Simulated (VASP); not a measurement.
Crystal: BaF2 (Frankdicksonite).

```
Ba F
1.0
     0.00000    3.10005    3.10005
     3.10005    0.00000    3.10005
     3.10005    3.10005    0.00000
Ba F
1 2
Direct
  0.00000 0.00000 0.00000
  0.25000 0.25000 0.25000
  0.75000 0.75000 0.75000
```

| Quantity | Value |
| --- | --- |
| Program | VASP 6.6.1 |
| Task | relaxation of cell and atoms |
| Functional | LDA |
| Potentials or basis | VASP PAW LDA potentials, release 64 (Ba_sv, F) |
| Cutoff | 600 eV |
| k mesh | 8 × 8 × 8 |
| Occupations | gaussian, width 0.03 eV |
| Spin | no spin polarisation |

At the start: pressure -3.5 GPa; volume 19.86 Å³/atom.

Task: How do energy, volume and symmetry change on relaxing?

Result: Over 3 steps the energy falls by 12.3 meV/atom and the volume is 18.78 Å³/atom (-5.4 %); space group Fm-3m (No. 225, to 0.05 Å).

Step by step:
```tsv
step	energy change (eV)	largest force (eV/Å)	pressure (GPa)	volume (Å³)
1	0.0000	0.0000	-3.46	59.58
2	-0.0364	0.0000	0.48	55.97
3	-0.0370	0.0000	0.00	56.34
```

Final structure:
```xyz
3
Lattice="0.0000 3.0427 3.0427 3.0427 0.0000 3.0427 3.0427 3.0427 0.0000" Properties=species:S:1:pos:R:3 pbc="T T T"
Ba    0.0000    0.0000    0.0000
F     1.5214    1.5214    1.5214
F     4.5641    4.5641    4.5641
```
